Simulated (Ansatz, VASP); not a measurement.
# Cross-check of Si54H17O8F (HO:Si(111) with 1 of its OH changed to F) between VASP and Ansatz, part 2 of 2

Wanted: the spread between two codes on one cell, functional and k mesh. The cell is taken from a series of runs on this material, whose earlier steps may have relaxed, scaled, displaced or heated it; both programs get it as it stands.

VASP 6.6.1 and Ansatz 0.2.0.

So far: Set-up; VASP: single point, HSE06 with D3(BJ).

## 3. Ansatz: single point, HSE06 with D3(BJ)

Level of this step: Ansatz beside VASP: Kohn-Sham DFT, plane waves, HSE06 with D3(BJ) (Ansatz).

Ansatz runs on its default PAW (the set named soft_2) files.

The same cell, functional, mesh and smearing now go to Ansatz, which takes its cutoff from its data sets.

Input file input.yaml:

```yaml
crystal:
  lattice:
    - [11.60362, 0.0, 0.0]
    - [-5.80181, 10.04903, 0.0]
    - [0.0, 0.0, 26.70113]
  atoms:
    - { symbol: Si, position: [0.0, 0.0, 0.09288] }
    - { symbol: Si, position: [0.22222, 0.11111, 0.12245] }
    - { symbol: Si, position: [0.222, 0.11144, 0.20967] }
    - { symbol: Si, position: [0.1112, 0.22224, 0.23866] }
    - { symbol: Si, position: [0.11208, 0.22138, 0.3269] }
    - { symbol: Si, position: [0.00127, 0.99753, 0.35403] }
    - { symbol: Si, position: [1.0, 0.33333, 0.09288] }
    - { symbol: Si, position: [0.22222, 0.44444, 0.12245] }
    - { symbol: Si, position: [0.22226, 0.44414, 0.2098] }
    - { symbol: Si, position: [0.11096, 0.5555, 0.23715] }
    - { symbol: Si, position: [0.11165, 0.55425, 0.32455] }
    - { symbol: Si, position: [0.00072, 0.33273, 0.35383] }
    - { symbol: Si, position: [1.0, 0.66667, 0.09288] }
    - { symbol: Si, position: [0.22222, 0.77778, 0.12245] }
    - { symbol: Si, position: [0.22278, 0.7781, 0.20967] }
    - { symbol: Si, position: [0.11109, 0.88895, 0.23726] }
    - { symbol: Si, position: [0.1123, 0.88823, 0.32478] }
    - { symbol: Si, position: [0.00289, 0.66621, 0.35335] }
    - { symbol: Si, position: [0.33333, 0.0, 0.09288] }
    - { symbol: Si, position: [0.55556, 0.11111, 0.12245] }
    - { symbol: Si, position: [0.5553, 0.11062, 0.20967] }
    - { symbol: Si, position: [0.44449, 0.22234, 0.23725] }
    - { symbol: Si, position: [0.44521, 0.22115, 0.32474] }
    - { symbol: Si, position: [0.33398, 0.9995, 0.35384] }
    - { symbol: Si, position: [0.33333, 0.33333, 0.09288] }
    - { symbol: Si, position: [0.55556, 0.44444, 0.12245] }
    - { symbol: Si, position: [0.55585, 0.44495, 0.20974] }
    - { symbol: Si, position: [0.44458, 0.55589, 0.23805] }
    - { symbol: Si, position: [0.44436, 0.5548, 0.32597] }
    - { symbol: Si, position: [0.33599, 0.33225, 0.35401] }
    - { symbol: Si, position: [0.33333, 0.66667, 0.09288] }
    - { symbol: Si, position: [0.55556, 0.77778, 0.12245] }
    - { symbol: Si, position: [0.55527, 0.77816, 0.20989] }
    - { symbol: Si, position: [0.44436, 0.88902, 0.23879] }
    - { symbol: Si, position: [0.4453, 0.88808, 0.32696] }
    - { symbol: Si, position: [0.33243, 0.66445, 0.35431] }
    - { symbol: Si, position: [0.66667, 0.0, 0.09288] }
    - { symbol: Si, position: [0.88889, 0.11111, 0.12245] }
    - { symbol: Si, position: [0.88926, 0.11115, 0.20981] }
    - { symbol: Si, position: [0.77788, 0.22243, 0.23719] }
    - { symbol: Si, position: [0.77913, 0.22174, 0.32461] }
    - { symbol: Si, position: [0.66891, 0.00093, 0.35434] }
    - { symbol: Si, position: [0.66667, 0.33333, 0.09288] }
    - { symbol: Si, position: [0.88889, 0.44444, 0.12245] }
    - { symbol: Si, position: [0.88874, 0.44462, 0.20945] }
    - { symbol: Si, position: [0.77797, 0.55549, 0.23805] }
    - { symbol: Si, position: [0.77919, 0.55428, 0.32599] }
    - { symbol: Si, position: [0.66721, 0.33058, 0.35336] }
    - { symbol: Si, position: [0.66667, 0.66667, 0.09288] }
    - { symbol: Si, position: [0.88889, 0.77778, 0.12245] }
    - { symbol: Si, position: [0.8885, 0.7776, 0.20974] }
    - { symbol: Si, position: [0.77754, 0.88883, 0.23808] }
    - { symbol: Si, position: [0.77866, 0.88909, 0.32602] }
    - { symbol: Si, position: [0.66771, 0.66572, 0.35271] }
    - { symbol: H, position: [0.0, 0.0, 0.03745] }
    - { symbol: O, position: [0.00687, 0.98421, 0.41691] }
    - { symbol: H, position: [0.95584, 0.01564, 0.4355] }
    - { symbol: H, position: [1.0, 0.33333, 0.03745] }
    - { symbol: O, position: [0.00542, 0.32805, 0.41685] }
    - { symbol: H, position: [0.9626, 0.37089, 0.43377] }
    - { symbol: H, position: [1.0, 0.66667, 0.03745] }
    - { symbol: O, position: [0.01512, 0.66195, 0.41635] }
    - { symbol: H, position: [0.98863, 0.71791, 0.43433] }
    - { symbol: H, position: [0.33333, 0.0, 0.03745] }
    - { symbol: O, position: [0.33788, 0.99586, 0.41697] }
    - { symbol: H, position: [0.29509, 0.0394, 0.4334] }
    - { symbol: H, position: [0.33333, 0.33333, 0.03745] }
    - { symbol: O, position: [0.34937, 0.32655, 0.41688] }
    - { symbol: H, position: [0.31789, 0.37752, 0.43549] }
    - { symbol: H, position: [0.33333, 0.66667, 0.03745] }
    - { symbol: O, position: [0.33069, 0.651, 0.41709] }
    - { symbol: H, position: [0.27998, 0.68512, 0.43423] }
    - { symbol: H, position: [0.66667, 0.0, 0.03745] }
    - { symbol: O, position: [0.68199, 0.00231, 0.41712] }
    - { symbol: H, position: [0.64712, 0.05239, 0.4343] }
    - { symbol: H, position: [0.66667, 0.33333, 0.03745] }
    - { symbol: O, position: [0.67133, 0.31852, 0.41636] }
    - { symbol: H, position: [0.61585, 0.34564, 0.43427] }
    - { symbol: H, position: [0.66667, 0.66667, 0.03745] }
    - { symbol: F, position: [0.67041, 0.66285, 0.41424] }
kpoints:
  mp_grid: { grid: [1, 1, 1] }
hamiltonian:
  xc: hse06
  dispersion: d3bj
scf:
  occupations: { method: fermi_dirac, width: 0.025 }
output:
  forces: true
```

On the command line:

```bash
ansatz run input.yaml --threads 6 --pin off --max-ram 102400MiB --backend cuda --events-out ev --progress --plain --runs-dir out
```

Numbers of over 12 decimals in the logs are rounded to 6 here.

What it wrote:

```text
exact exchange: scf.exx.singularity resolves to wigner_seitz, which cuts the screened interaction at the faces of the exchange supercell's Wigner-Seitz cell, so that each pair interacts once, at the shortest of its separations (the periodic images that this leaves out come, for a point-like exchange hole, to about 0.001 eV on a filled level). The cut falls within the interaction's reach, and what an exchange supercel [...]
Engine: ansatz 0.2.0, x86_64-unknown-linux-gnu
Pseudopotentials: kind: paw
Pseudopotential: Si, paw, valence charge 4, recommended cutoff 420 eV (normal), Si.paw.azcp
Pseudopotential: H, paw, valence charge 1, recommended cutoff 420 eV (normal), H.paw.azcp
Pseudopotential: O, paw, valence charge 6, recommended cutoff 420 eV (normal), O.paw.azcp
Pseudopotential: F, paw, valence charge 7, recommended cutoff 420 eV (normal), F.paw.azcp
Functional definition: HSE06
  parameter a = 0.25
  parameter omega = 0.11/bohr
  exchange = pbe_x - a*pbe_x_sr(omega) + a*exact_x_sr(omega)
  correlation = pbe_c
device memory: the entry about to start is reckoned to put 4.3 GiB on a device that reports 19.5 GiB free
GPU FFT provider: cuFFT
GPU libraries: cuBLAS 13.8.2, cuFFT 12.4.0, cuSOLVER 12.3.4
Crystal: 80 atoms, lattice volume = 3113.489 Å³
Basis set: ecut = 420 eV, 60827 PW (Γ), exchange–correlation on 160×160×360 points (8 copies of the dense FFT grid, shifted against one another)
Bands: 224, of which v1, the nominal top of the filled ones, is band 144 counted from 1 (143 counted from 0)
Symmetry: 1 space group operations
Space group: P1 (ITA 1), of the structure as read, at distance tolerance 1.5e-4 Å
k-points: 1
Non-local potential: Si, projectors of the file, l = 0: 2, l = 1: 2, l = 2: 2
Non-local potential: H, projectors of the file, l = 0: 2, l = 1: 1
Non-local potential: O, projectors of the file, l = 0: 2, l = 1: 2, l = 2: 1
Non-local potential: F, projectors of the file, l = 0: 2, l = 1: 2, l = 2: 1
PAW form: soft (Blöchl's): semilocal exchange-correlation on the pseudo side does not see the compensation charge
PAW frozen core: Si, regenerated for the run's functional, and the local potential with it (the file was generated under x = pbe(κ = 0.804, μ = 0.219515), c = pbe(β = 0.066725))
PAW frozen core: O, regenerated for the run's functional, and the local potential with it (the file was generated under x = pbe(κ = 0.804, μ = 0.219515), c = pbe(β = 0.066725))
PAW frozen core: F, regenerated for the run's functional, and the local potential with it (the file was generated under x = pbe(κ = 0.804, μ = 0.219515), c = pbe(β = 0.066725))
PAW one-centre angular grid: Si, 110 points (default); XC on 64 Gauss nodes
PAW one-centre angular grid: H, 110 points (default); XC on 64 Gauss nodes
PAW one-centre angular grid: O, 110 points (default); XC on 96 Gauss nodes
PAW one-centre angular grid: F, 110 points (default); XC on 64 Gauss nodes
Initial density: superposition of atomic densities (neutral atoms: chi_scale 0, normalization atom), corrected by the library's trained network
Initial wavefunctions: pseudopotential atomic-orbital guess
GPU buffer pool allocated for 1152000 grid points (all kernels)
GPU transforms: local potential and band sums: pruned to the plane-wave sphere, on 80×80×180
Functional: x = pbe(κ = 0.804, μ = 0.219515), c = pbe(β = 0.066725), warm-up for x = pbe(κ = 0.804, μ = 0.219515) + 0.25 (exact − pbe) at short range (hse, ω = 0.207870 Å⁻¹), c = pbe(β = 0.066725); HSE06 as pw.x's `hse` composes it (authors' and Libxc's form: `xc: wpbeh`)
SCF iter   1: F=—  HF=-39963.266593 eV  |F-HF|=—  |Δ(HF+E_count)|=         —  Δρ=2.95e-3  dr2=1.02e0  ethr=1.77e-3  ⟨swp⟩=14.0  Hψ=1360  notcnv=0
preconditioner: auto → none  [insulator: Δε(μ)=1.071 eV  Ē_g=8.419 eV  σ=0.025 eV  W_gap=1.00  n_scr=332 (ndim 8)  ℏωp=10.9 eV  f_vac=0.540  D(μ)=0.00/eV (n_scr^D=0)]
[...]
GPU FFT provider: cuFFT
GPU libraries: cuBLAS 13.8.2, cuFFT 12.4.0, cuSOLVER 12.3.4
GPU buffer pool allocated for 1152000 grid points (all kernels)
GPU transforms: local potential and band sums: pruned to the plane-wave sphere, on 80×80×180
Exchange kernel: α = 0.2500, screened, ω = 0.2079 Å⁻¹, Wigner–Seitz truncation, v(0) = 979.2368 eV·Å³, q-mesh 1×1×1, nearest image of the exchange supercell L = 11.60 Å, pair-density grid 60×60×128, without the augmentation charges, whose exchange is taken in its separable form (sized by the pseudopotential files, 72×72×180 at the most)
Frozen-core exchange: fock
SCF iter   1: F=—  HF=-39988.668410 eV  |F-HF|=—  |Δ(HF+E_count)|=         —  Δρ=1.08e-5  dr2=4.72e-6  ethr=1.02e-7  ⟨swp⟩=12.0  Hψ=664  notcnv=0
preconditioner: auto → none  [insulator: Δε(μ)=1.779 eV  Ē_g=9.814 eV  σ=0.025 eV  W_gap=1.00  n_scr=332 (ndim 8)  ℏωp=10.9 eV  f_vac=0.542  D(μ)=0.00/eV (n_scr^D=0)]
SCF iter   2: F=—  HF=-39988.668409 eV  |F-HF|=—  |Δ(HF+E_count)|=   4.71e-7  Δρ=4.57e-6  dr2=7.95e-7  ethr=1.43e-9  ⟨swp⟩=7.0  Hψ=482  notcnv=0
SCF iter   3: F=—  HF=-39988.668410 eV  |F-HF|=—  |Δ(HF+E_count)|=   9.37e-7  Δρ=3.36e-6  dr2=4.93e-7  ethr=2.36e-10  ⟨swp⟩=7.0  Hψ=540  notcnv=0  defer=1
SCF iter   4: F=—  HF=-39988.668410 eV  |F-HF|=—  |Δ(HF+E_count)|=   8.18e-8  Δρ=9.28e-7  dr2=9.36e-8  ethr=1.65e-10  ⟨swp⟩=5.0  Hψ=437  notcnv=0
SCF iter   5: F=-39988.668410 eV  HF=-39988.668410 eV  |F-HF|=1.46e-11  |Δ(HF+E_count)|=   1.02e-8  Δρ=5.44e-7  dr2=1.16e-8  ethr=2.67e-11  ⟨swp⟩=6.0  Hψ=567  notcnv=0
SCF 3 converged in 5 iterations: F = -39988.668410 eV  dr2 = 1.16e-8
  Residual-converged pass: ⟨swp⟩=3.0  Hψ=462  notcnv=0  max |occ|·‖R‖ = 2.4e-6 eV (tolerance 2.8e-6 eV)  dr2=1.17e-8  dr2_onsite=2.31e-10  max |Δocc| = 3.1e-25
hybrid outer 2: dexx = +1.109e-6 eV, tail = 2.84e-8 eV, Δε = 8.96e-4 eV (about 2.43e-5 eV left of the loop's levels), ΔF = 4.40e-3 eV/Å (tail 5.66e-4)
hybrid SCF converged: 2 outer / 14 inner (+7 warm-up), last move |dexx| = 1.11e-6 eV, tail = 2.84e-8 eV
Stability not checked: this state was not tested for a lower state beside it, because the functional holds exact exchange (a hybrid, or Hartree-Fock), whose exchange loop this test does not read (fock_operator; see scf.lower_state_search)
Free energy (F): -39988.668410 eV
Frozen-core exchange: fock
Harris-Foulkes:  -39988.668410 eV  (|F-HF|=1.46e-11)
Internal energy: -39988.668410 eV  (E = F + TS)
E sigma→0 (E₀):  -39988.668410 eV
Fermi energy:    -0.111120 eV
--- Per-component energies (eV) ---
  E_band       = -2209.614727
  E_kinetic    = 4063.164236
  E_local      = -101309.912912  (includes V_loc(G=0)·N_el)
  E_nonlocal   = 1835.787978
  E_hartree    = 48802.163006
  E_xc         = -3085.246388
  E_vxc        = -2892.956204  (∫ρ·V_xc dr)
  E_exx        = -517.967867  (= α·E_x^exact, valence–valence)
  E_paw        = -29387.828101  (= ΣΔE_a)
  E_vpaw       = -474.079688  (= ΣTr[D̂ρ^β])
  E_aug_tail   = 0.001355  (compensation charges beyond the density's cutoff)
  E_ewald      = 39631.472600
  E_disp       = -16.866547  (pairwise vdW)
  E_core_change = -3.435759  (= ΣΔE_core)
  E_smearing   = -0.000000  (= −TS)
  E_closure    = -0.000010  (closes the sum)
  Σ components = -39988.668410   (vs F -39988.668410, Δ=1.46e-11)
--- Forces (eV/Å), atoms counted from 1 ---
  atom   1  Si    -0.00133906     0.00863545     0.74418689
  atom   2  Si    -0.02581252     0.01564590    -0.46104993
  atom   3  Si    -0.00190659    -0.00002527     0.00539710
  atom   4  Si     0.00539964    -0.00523927     0.00666338
  atom   5  Si    -0.00132800     0.00415938    -0.00705857
  atom   6  Si     0.04222557    -0.04898827     0.41535239
  atom   7  Si    -0.00067346     0.00021396     0.76494716
  atom   8  Si     0.02676314    -0.02359209    -0.43232308
  atom   9  Si    -0.00298085    -0.00098469     0.00726485
  atom  10  Si     0.00948567    -0.00308776     0.01409799
  atom  11  Si    -0.00192710     0.00794026     0.01128188
  atom  12  Si     0.03723155    -0.02400381     0.41621064
  atom  13  Si    -0.00246078    -0.00918123     0.75926965
  atom  14  Si     0.02992221     0.02049731    -0.45919959
  atom  15  Si    -0.01012947    -0.00259447     0.01062750
  atom  16  Si     0.01071111    -0.00534168     0.01873164
  atom  17  Si    -0.00035789     0.00270595     0.00211952
  atom  18  Si     0.05781119    -0.02441985     0.41193873
  atom  19  Si     0.00724380    -0.00377240     0.74843954
  atom  20  Si    -0.00232432    -0.03546430    -0.45937880
  atom  21  Si    -0.00164097     0.00791808     0.01193879
  atom  22  Si     0.00912904    -0.00436018     0.01380047
  atom  23  Si    -0.00110564     0.00003025     0.00717811
  atom  24  Si     0.03179067    -0.01627588     0.43107008
[...]
atom  73  H      0.00835743     0.00019070    -0.21096562
  atom  74  O     -0.49887603     0.32570749    -0.26808587
  atom  75  H      0.44188191    -0.32003428    -0.27373511
  atom  76  H     -0.00494539    -0.00657347    -0.21036838
  atom  77  O     -0.51737170     0.20658527    -0.26501303
  atom  78  H      0.46740541    -0.16030056    -0.25722249
  atom  79  H     -0.00574526     0.00375405    -0.21154039
  atom  80  F     -0.01849194     0.01083314    -0.62853892
  max |Σ_I F_I| component: 8.72e-4 eV/Å
--- Band table (eV) ---
  k-point 0: bands = [... 140 lower, -1.5090, -1.4435, -1.0566, -0.9881, 0.7904]
  guard bands above this table: 79 of the run's 224 bands. The solve was not asked for them (output.publish_guard_bands: true or output.eigenvalues: true publishes all)
```

## 4. Side by side

Known differences besides the potentials themselves: exact exchange at q = 0 is treated differently, which shows on coarse meshes; VASP keeps PBE cores, Ansatz makes them for the functional; the cutoff is 420 eV in Ansatz and 520 eV in VASP (PREC = Accurate, projectors in real space); VASP takes a coarser grid for exact exchange (PRECFOCK = Fast). Total energies have different zeros and are not compared.

Compared:

```
              quantity  Ansatz   VASP  difference
gap on the k mesh (eV)   1.778  1.798      -0.020
```

Forces on 10 of the 80 atoms, those with the largest forces and the largest differences (eV/Å; atoms numbered as in POSCAR):

```
atom         Ansatz x, y, z           VASP x, y, z
 Si7   -0.001, 0.000, 0.765   -0.001, 0.000, 0.756
Si13  -0.002, -0.009, 0.759  -0.002, -0.009, 0.750
Si19   0.007, -0.004, 0.748   0.007, -0.004, 0.739
Si31   -0.005, 0.007, 0.756   -0.005, 0.007, 0.746
Si37   -0.010, 0.001, 0.755   -0.009, 0.001, 0.746
Si43    0.006, 0.006, 0.758    0.006, 0.006, 0.749
Si49   0.008, -0.006, 0.749   0.008, -0.006, 0.740
Si54   0.009, -0.007, 0.508   0.001, -0.002, 0.300
 H62  0.432, -0.252, -0.241  0.334, -0.195, -0.141
 F80  -0.018, 0.011, -0.629  -0.010, 0.006, -0.437
```

The forces differ by 40 meV/Å r.m.s., which is 17.6 % of the r.m.s. force of 0.230 eV/Å (both taken over all components). A gap on the mesh is an upper bound, since the band edges may lie between its points. With vacuum in the cell, a pressure given here is an average over mostly empty space and none of the material.

## 5. Results

```json
{
 "r.m.s. force difference (single point, HSE06 with D3(BJ))": "18 % of the r.m.s. force"
}
```

What this shows: The r.m.s. force difference is 18 % of the r.m.s. force (single point, HSE06 with D3(BJ)), beyond the 3 % picked in this series as the mark of a large difference. What causes the difference of the single point, HSE06 with D3(BJ) pair stays open here. Such differences can come from data sets, numerical settings and the points named under the comparisons, not from the functional's error against experiment.

[Lines on the potential files, build, host, timing and source positions are cut from VASP's logs without a mark.]

[Logs are printed without paths, hosts, clocks, repeated set-up lines and the standing remarks that a program may print on its own settings, such as how far it seeks lower states.]

[Hosts, paths, dates, database ids (printed as entryN), source tags and the programs' standing remarks are cut or masked in the printed files.]
